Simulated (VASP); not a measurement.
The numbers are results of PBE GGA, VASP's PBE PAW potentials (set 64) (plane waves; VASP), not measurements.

The input files of a VASP run:

### INCAR
```
SYSTEM  =  MgF2
PREC  =  Accurate; ENCUT  =  520; LREAL  =  .FALSE.
LASPH  =  .TRUE.
EDIFF  =  1E-8; NELM  =  100; ALGO  =  Normal
ISMEAR  =  0; SIGMA  =  0.01
GGA  =  PE
IBRION  =  8; NSW  =  1
LWAVE  =  .FALSE.; LCHARG  =  .FALSE.
LEPSILON  =  .TRUE.
```

### KPOINTS
```
Automatic mesh
0
Gamma
  5 5 7
```

File POSCAR:
```
MgF2
1
    4.6799509343     0.0000000000     0.0000000000
    0.0000000000     4.6799509343     0.0000000000
    0.0000000000     0.0000000000     3.0870154883
Mg F
2 4
Direct
  1.0000000000   0.0000000000   1.0000000000
  0.5000000000   0.5000000000   0.5000000000
  0.3031236327   0.3031236327   1.0000000000
  0.8031236327   0.1968763673   0.5000000000
  0.1968763673   0.8031236327   0.5000000000
  0.6968763673   0.6968763673   0.0000000000
```

POTCAR, in this order: Mg F (PBE.64 set). Program: vasp_std.

The run wrote:

File OSZICAR:
```
...
RMM:   4    -0.194797369862E+00   -0.11666E-01   -0.36661E-03  2224   0.548E-01    0.437E-02
RMM:   5    -0.196275227176E+00   -0.14779E-02   -0.41564E-05  2415   0.632E-02    0.230E-02
RMM:   6    -0.197083642335E+00   -0.80842E-03   -0.25308E-05  2259   0.399E-02    0.362E-03
RMM:   7    -0.197112242803E+00   -0.28600E-04   -0.26989E-07  2480   0.604E-03    0.183E-03
RMM:   8    -0.197175463606E+00   -0.63221E-04   -0.20750E-07  2315   0.375E-03    0.360E-04
RMM:   9    -0.197171211216E+00    0.42524E-05   -0.16124E-08  2355   0.658E-04    0.998E-05
RMM:  10    -0.197171794289E+00   -0.58307E-06   -0.16967E-08  2201   0.322E-04    0.236E-05
RMM:  11    -0.197171299558E+00    0.49473E-06    0.70109E-10   859   0.553E-05    0.828E-06
 Linear response to external field, progress :
  Direction:   2
       N       E                     dE             d eps       ncg     rms          rms(c)
RMM:   1    -0.185243859892E+00   -0.18524E+00   -0.34537E-01  2632   0.240E+00
RMM:   2    -0.184393798078E+00    0.85006E-03   -0.35525E-03  2360   0.404E-01    0.667E-01
RMM:   3    -0.183131494779E+00    0.12623E-02   -0.23293E-03  2250   0.415E-01    0.402E-01
RMM:   4    -0.194797359895E+00   -0.11666E-01   -0.36660E-03  2224   0.548E-01    0.437E-02
RMM:   5    -0.196275224994E+00   -0.14779E-02   -0.41556E-05  2415   0.632E-02    0.230E-02
RMM:   6    -0.197083640888E+00   -0.80842E-03   -0.25315E-05  2259   0.399E-02    0.362E-03
RMM:   7    -0.197112241603E+00   -0.28601E-04   -0.27138E-07  2480   0.604E-03    0.183E-03
RMM:   8    -0.197175464154E+00   -0.63223E-04   -0.21070E-07  2313   0.375E-03    0.360E-04
RMM:   9    -0.197171211549E+00    0.42526E-05   -0.19091E-08  2357   0.658E-04    0.998E-05
RMM:  10    -0.197171794644E+00   -0.58309E-06   -0.19342E-08  2195   0.322E-04    0.236E-05
RMM:  11    -0.197171298060E+00    0.49658E-06    0.10554E-09   857   0.553E-05    0.829E-06
 Linear response to external field, progress :
  Direction:   3
       N       E                     dE             d eps       ncg     rms          rms(c)
RMM:   1    -0.193682726951E+00   -0.19368E+00   -0.36060E-01  1664   0.239E+00
RMM:   2    -0.192621095548E+00    0.10616E-02   -0.29080E-03  1562   0.357E-01    0.687E-01
RMM:   3    -0.190384231388E+00    0.22369E-02   -0.26384E-03  1372   0.432E-01    0.412E-01
RMM:   4    -0.203190382907E+00   -0.12806E-01   -0.54350E-03  1408   0.621E-01    0.450E-02
RMM:   5    -0.204987480644E+00   -0.17971E-02   -0.83326E-05  1456   0.860E-02    0.582E-03
RMM:   6    -0.205065229087E+00   -0.77748E-04   -0.17636E-06  1503   0.110E-02    0.259E-03
RMM:   7    -0.205148972698E+00   -0.83744E-04   -0.35653E-07  1573   0.535E-03    0.369E-04
RMM:   8    -0.205150682476E+00   -0.17098E-05   -0.14243E-09  1460   0.539E-04    0.116E-04
RMM:   9    -0.205152116796E+00   -0.14343E-05   -0.14272E-09  1238   0.272E-04    0.129E-05
RMM:  10    -0.205151836291E+00    0.28051E-06   -0.33930E-10   517   0.498E-05    0.306E-06
 Linear response DOF=           4
 Linear response progress:
  Degree of freedom:   1/  4
       N       E                     dE             d eps       ncg     rms          rms(c)
RMM:   1    -0.109031239051E-01   -0.10903E-01   -0.47377E-02  6187   0.101E+00
RMM:   2    -0.282609853376E-02    0.80770E-02   -0.29848E-03  3445   0.274E-01    0.436E-02
RMM:   3    -0.249186421696E-02    0.33423E-03   -0.23939E-04  3469   0.526E-02    0.308E-02
RMM:   4    -0.234610960896E-02    0.14575E-03   -0.89266E-05  3612   0.712E-02    0.749E-03
RMM:   5    -0.233230814199E-02    0.13801E-04   -0.13468E-05  3380   0.223E-02    0.404E-03
RMM:   6    -0.232899203187E-02    0.33161E-05   -0.10748E-06  3451   0.876E-03    0.603E-04
RMM:   7    -0.232930190857E-02   -0.30988E-06    0.96244E-08  3567   0.126E-03    0.305E-04
RMM:   8    -0.232951930871E-02   -0.21740E-06    0.22943E-08  3404   0.643E-04    0.809E-05
RMM:   9    -0.232958684719E-02   -0.67538E-07    0.61703E-09  3592   0.151E-04    0.238E-05
RMM:  10    -0.232960917988E-02   -0.22333E-07    0.10496E-09  3524   0.723E-05    0.820E-06
RMM:  11    -0.232960863242E-02    0.54746E-09   -0.46449E-09  3613   0.160E-05    0.166E-06
 Linear response progress:
  Degree of freedom:   2/  4
       N       E                     dE             d eps       ncg     rms          rms(c)
RMM:   1    -0.211934879384E-02   -0.21193E-02    0.24376E-03  2516   0.618E-01
RMM:   2    -0.195686942464E-02    0.16248E-03   -0.16951E-04  2208   0.970E-02    0.360E-02
RMM:   3    -0.193286218423E-02    0.24007E-04   -0.18907E-05  2342   0.303E-02    0.211E-02
RMM:   4    -0.193063509001E-02    0.22271E-05   -0.29422E-05  2417   0.366E-02    0.222E-03
RMM:   5    -0.192713762252E-02    0.34975E-05   -0.70746E-07  2306   0.631E-03    0.536E-04
RMM:   6    -0.192705569704E-02    0.81925E-07   -0.12095E-08  2386   0.766E-04    0.299E-04
RMM:   7    -0.192641387966E-02    0.64182E-06   -0.57328E-09  2359   0.675E-04    0.536E-05
RMM:   8    -0.192653381511E-02   -0.11994E-06   -0.76714E-10  2371   0.101E-04    0.175E-05
RMM:   9    -0.192651271578E-02    0.21099E-07   -0.77552E-12  2274   0.472E-05    0.130E-06
RMM:  10    -0.192651291163E-02   -0.19584E-09   -0.93166E-12  2159   0.574E-06    0.553E-07
 Linear response progress:
  Degree of freedom:   3/  4
       N       E                     dE             d eps       ncg     rms          rms(c)
RMM:   1    -0.541810352629E+00   -0.54181E+00    0.68543E-01  3730   0.522E+00
RMM:   2    -0.540063365009E+00    0.17470E-02   -0.62043E-03  3267   0.665E-01    0.100E-01
RMM:   3    -0.541541598086E+00   -0.14782E-02   -0.49973E-04  2898   0.173E-01    0.533E-02
RMM:   4    -0.543512334640E+00   -0.19707E-02   -0.48290E-04  2951   0.149E-01    0.119E-02
RMM:   5    -0.543509633019E+00    0.27016E-05   -0.20287E-05  3330   0.284E-02    0.346E-03
RMM:   6    -0.543461036641E+00    0.48596E-04   -0.74049E-07  3427   0.658E-03    0.796E-04
RMM:   7    -0.543478883050E+00   -0.17846E-04   -0.30222E-08  3164   0.164E-03    0.346E-04
RMM:   8    -0.543474012906E+00    0.48701E-05   -0.11323E-08  3561   0.742E-04    0.772E-05
RMM:   9    -0.543474582892E+00   -0.56999E-06   -0.16384E-09  3613   0.122E-04    0.331E-05
RMM:  10    -0.543474580570E+00    0.23219E-08   -0.26647E-10  3423   0.763E-05    0.765E-06
 Linear response progress:
  Degree of freedom:   4/  4
       N       E                     dE             d eps       ncg     rms          rms(c)
RMM:   1    -0.526594521533E+00   -0.52659E+00    0.71428E-01  3724   0.515E+00
RMM:   2    -0.525573556661E+00    0.10210E-02   -0.54737E-03  3347   0.633E-01    0.103E-01
RMM:   3    -0.527218112954E+00   -0.16446E-02   -0.39601E-04  2904   0.159E-01    0.558E-02
RMM:   4    -0.529437805019E+00   -0.22197E-02   -0.36546E-04  2961   0.137E-01    0.127E-02
RMM:   5    -0.529509653888E+00   -0.71849E-04   -0.95299E-06  3442   0.226E-02    0.173E-03
RMM:   6    -0.529450147860E+00    0.59506E-04   -0.30108E-07  3045   0.434E-03    0.640E-04
RMM:   7    -0.529446168076E+00    0.39798E-05   -0.30463E-08  3489   0.134E-03    0.658E-05
RMM:   8    -0.529446441633E+00   -0.27356E-06   -0.13590E-09  3705   0.227E-04    0.359E-05
RMM:   9    -0.529446041190E+00    0.40044E-06   -0.21753E-10  3688   0.784E-05    0.588E-06
RMM:  10    -0.529446049835E+00   -0.86450E-08   -0.20336E-10  3588   0.182E-05    0.256E-06
 Linear response finished
```

File OUTCAR:
```
------------------------ aborting loop because EDIFF is reached ----------------------------------------

 HEAD OF MICROSCOPIC STATIC DIELECTRIC TENSOR (INDEPENDENT PARTICLE, excluding Hartree and local field effects)
 ------------------------------------------------------
           1.987084     0.000000     0.000000
          -0.000000     1.987084     0.000000
           0.000000     0.000000     2.031106
 ------------------------------------------------------

 MACROSCOPIC STATIC DIELECTRIC TENSOR (including local field effects in DFT)
 ------------------------------------------------------
           1.960140     0.000000     0.000000
           0.000000     1.960140     0.000000
           0.000000     0.000000     1.994656
 ------------------------------------------------------

 PIEZOELECTRIC TENSOR (including local field effects)  for field in x, y, z        (e  Angst)
          XX          YY          ZZ          XY          YZ          ZX
  --------------------------------------------------------------------------------
  x     0.00000     0.00000     0.00000     0.00000     0.00000     0.00000
  y     0.00000     0.00000     0.00000     0.00000     0.00000     0.00000
  z     0.00000     0.00000     0.00000     0.00000     0.00000     0.00000

 PIEZOELECTRIC TENSOR (including local field effects)  for field in x, y, z        (C/m^2)
          XX          YY          ZZ          XY          YZ          ZX
  --------------------------------------------------------------------------------
  x     0.00000     0.00000     0.00000     0.00000     0.00000     0.00000
  y     0.00000     0.00000     0.00000     0.00000     0.00000     0.00000
  z     0.00000     0.00000     0.00000     0.00000     0.00000     0.00000

 BORN EFFECTIVE CHARGES (including local field effects) (in |e|, cummulative output)
 ---------------------------------------------------------------------------------
 ion    1
    1     1.97953     0.04314     0.00000
    2     0.04314     1.97953     0.00000
    3     0.00000     0.00000     2.06857
 ion    2
    1     1.97953    -0.04314     0.00000
    2    -0.04314     1.97953     0.00000
    3     0.00000     0.00000     2.06857
 ion    3
    1    -0.98977    -0.20147     0.00000
    2    -0.20147    -0.98977     0.00000
    3     0.00000     0.00000    -1.03429
 ion    4
    1    -0.98977     0.20147     0.00000
    2     0.20147    -0.98977     0.00000
    3     0.00000     0.00000    -1.03429
 ion    5
    1    -0.98977     0.20147     0.00000
    2     0.20147    -0.98977     0.00000
    3     0.00000     0.00000    -1.03429
 ion    6
    1    -0.98977    -0.20147     0.00000
    2    -0.20147    -0.98977     0.00000
    3     0.00000     0.00000    -1.03429

   1 f  =   14.814280 THz    93.080866 2PiTHz  494.151189 cm-1    61.266911 meV
             X         Y         Z           dx          dy          dz
      0.000000  0.000000  0.000000    -0.000000    0.000000    0.000000
      2.339975  2.339975  1.543508     0.000000    0.000000   -0.000000
      1.418604  1.418604  0.000000    -0.353553   -0.353553    0.000000
      3.758579  0.921372  1.543508     0.353553   -0.353553   -0.000000
      0.921372  3.758579  1.543508    -0.353553    0.353553   -0.000000
      3.261347  3.261347  0.000000     0.353553    0.353553    0.000000

   2 f  =   12.907650 THz    81.101155 2PiTHz  430.552848 cm-1    53.381726 meV
             X         Y         Z           dx          dy          dz
      0.000000  0.000000  0.000000     0.098129   -0.243836    0.000000
      2.339975  2.339975  1.543508    -0.360863   -0.424321   -0.000000
      1.418604  1.418604  0.000000     0.388486    0.312281    0.000000
      3.758579  0.921372  1.543508    -0.240086    0.065114   -0.000000
      0.921372  3.758579  1.543508    -0.240086    0.065114   -0.000000
      3.261347  3.261347  0.000000     0.388486    0.312281    0.000000

   3 f  =   12.907650 THz    81.101155 2PiTHz  430.552848 cm-1    53.381726 meV
             X         Y         Z           dx          dy          dz
      0.000000  0.000000  0.000000    -0.424321    0.360863   -0.000000
      2.339975  2.339975  1.543508    -0.243836   -0.098129   -0.000000
      1.418604  1.418604  0.000000     0.065114    0.240086    0.000000
      3.758579  0.921372  1.543508     0.312281   -0.388486   -0.000000
      0.921372  3.758579  1.543508     0.312281   -0.388486    0.000000
      3.261347  3.261347  0.000000     0.065114    0.240086    0.000000

   4 f  =   12.055968 THz    75.749883 2PiTHz  402.143818 cm-1    49.859456 meV
             X         Y         Z           dx          dy          dz
      0.000000  0.000000  0.000000    -0.000000   -0.000000    0.462606
      2.339975  2.339975  1.543508     0.000000    0.000000   -0.462606
      1.418604  1.418604  0.000000    -0.000000   -0.000000    0.378150
      3.758579  0.921372  1.543508    -0.000000    0.000000   -0.378150
      0.921372  3.758579  1.543508     0.000000   -0.000000   -0.378150
      3.261347  3.261347  0.000000     0.000000   -0.000000    0.378150

   5 f  =   11.805666 THz    74.177189 2PiTHz  393.794642 cm-1    48.824291 meV
             X         Y         Z           dx          dy          dz
      0.000000  0.000000  0.000000    -0.368774    0.277432    0.000000
      2.339975  2.339975  1.543508     0.623868   -0.574618   -0.000000
      1.418604  1.418604  0.000000    -0.020260    0.039493   -0.000000
      3.758579  0.921372  1.543508    -0.123896    0.128450    0.000000
      0.921372  3.758579  1.543508    -0.123896    0.128450   -0.000000
      3.261347  3.261347  0.000000    -0.020260    0.039493    0.000000

   6 f  =   11.805666 THz    74.177189 2PiTHz  393.794642 cm-1    48.824291 meV
             X         Y         Z           dx          dy          dz
      0.000000  0.000000  0.000000    -0.574618   -0.623868   -0.000000
      2.339975  2.339975  1.543508     0.277432    0.368774    0.000000
      1.418604  1.418604  0.000000     0.128450    0.123896   -0.000000
      3.758579  0.921372  1.543508     0.039493    0.020260    0.000000
      0.921372  3.758579  1.543508     0.039493    0.020260    0.000000
      3.261347  3.261347  0.000000     0.128450    0.123896   -0.000000
...
```
(Selected blocks of OUTCAR.)

The dielectric response may not be converged in the k-mesh; for small gaps it tends to come out too large.

The compound is MgF2 in the rutile structure. It was relaxed first.
